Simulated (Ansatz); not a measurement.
Energy ranking of Zr3S2 structures

All numbers below come from Ansatz 0.2.0, DFT PBE, scalar-relativistic, plane waves, PAW. All cells share a 420 eV cutoff and Γ-centred k meshes spaced at most about 0.3 Å⁻¹ (about 0.25 or finer for metals, 2π included). No spin polarisation.

Formation energies are uncorrected and refer to the elements' standard structures at the same level.

These are static total energies at zero pressure. Only the structures computed here compete, so a lower one can exist. For metals, differences of a few meV/atom aren't resolved. The reference form of S is held partly by dispersion forces, which this level lacks.

Invented guesses and database cells were relaxed alike, and ends that match in structure were merged. ΔE counts from the first row. Coordination counts S atoms around Zr (those within 1.25 times the shortest such distance or 1.15 times the sum of covalent radii; a plus sign parts nearer from farther groups; a slash parts the counts of unlike sites). The ends were matched against large subsets of the Crystallography Open Database and the Materials Project, so a missing match doesn't prove that a structure is unreported.

| # | reached from | type and space group | atoms | Å³/atom | coordination | ΔE (meV/atom) | gap on mesh (eV) | in databases |
| --- | --- | --- | --- | --- | --- | --- | --- | --- |
| 1 | anti-tetradymite type (R-3m) | anti-tetradymite, R-3m (No. 166) | 5 | 19.4 | Zr 3/6 | 0 | 0.00 | no match |
| 2 | random cell without symmetry | C2/m (No. 12) | 5 | 19.4 | Zr 4 | 4 | 0.00 | no match |
| 3 | a Materials Project cell | R32 (No. 155) | 5 | 20.2 | Zr 4 | 100 | 0.00 | Materials Project |
| 4 | a relaxed cell, shaken at random and relaxed again | C2/m (No. 12) | 5 | 19.0 | Zr 4/5 | 125 | 0.00 | no match |
| 5 | random cell | I-4m2 (No. 119) | 5 | 21.7 | Zr 3/4 | 187 | 0.00 | no match |
| 6 | random cell | Immm (No. 71) | 5 | 18.9 | Zr 4/4+2 | 219 | 0.00 | no match |
| 7 | anti-K2S3 type (Cmc2_1) | Cmc2_1 (No. 36) | 10 | 20.0 | Zr 4 | 347 | 0.00 | no match |
| 8 | random cell | P6/mmm (No. 191) | 5 | 21.0 | Zr 2/6 | 673 | 0.00 | no match |
| 9 | random cell | Pm-3m (No. 221) | 5 | 22.1 | Zr 2 | 953 | 0.00 | no match |

The first two are tied within the noise. The first: Space group R-3m (No. 166), trigonal, a = 3.614 Å, c = 25.756 Å. Around Zr on a site of symmetry -3m lie 6 S at 2.61 Å; Zr on a site of symmetry 3m is surrounded by 3 S at 2.55 Å; S has 6 Zr at 2.55–2.61 Å. Its energy over the elements is −1.19 eV/atom. Whether it is stable depends on the other phases of the system, which aren't compared here. It is an invented cell; the lowest one relaxed from a database has space group R32 (No. 155) and lies 100 meV/atom higher.

```
Zr S
1.0
     1.80686    1.04319    8.58541
    -1.80686    1.04319    8.58541
     0.00000   -2.08638    8.58541
Zr S
3 2
Direct
  0.00000 0.00000 0.00000
  0.21560 0.21560 0.21560
  0.78440 0.78440 0.78440
  0.39421 0.39421 0.39421
  0.60579 0.60579 0.60579
```

The second: Space group C2/m (No. 12), monoclinic, a = 11.199 Å, b = 5.172 Å, c = 3.521 Å, β = 108.0°. Zr on a site of symmetry m is surrounded by 4 S at 2.55–2.60 Å and 1 Zr at 3.22 Å; Zr on a site of symmetry 2/m has 4 S at 2.56–2.57 Å; around S lie 6 Zr at 2.55–2.60 Å. Counting S atoms around Zr, the first has Zr 3/6 and the second has Zr 4. Shaken at random and relaxed again, row 6 falls into row 4, 94 meV/atom lower, so it is a saddle point or a shallow minimum. Cells without such a test can be saddle points.

```cif
data_structure
_symmetry_space_group_name_H-M 'C2/m'
_symmetry_Int_Tables_number 12
_cell_length_a 11.1987
_cell_length_b 5.1719
_cell_length_c 3.5211
_cell_angle_alpha 90.000
_cell_angle_beta 107.996
_cell_angle_gamma 90.000
_cell_volume 193.96
loop_
_atom_site_label
_atom_site_type_symbol
_atom_site_symmetry_multiplicity
_atom_site_Wyckoff_symbol
_atom_site_fract_x
_atom_site_fract_y
_atom_site_fract_z
_atom_site_occupancy
Zr1 Zr 4 i 0.65099 0.50000 0.65867 1
Zr2 Zr 2 b 0.00000 0.50000 0.00000 1
S1 S 4 i 0.67529 0.00000 0.67153 1
```

Some types were kept out of the candidates beforehand, so the set may lack a known form.
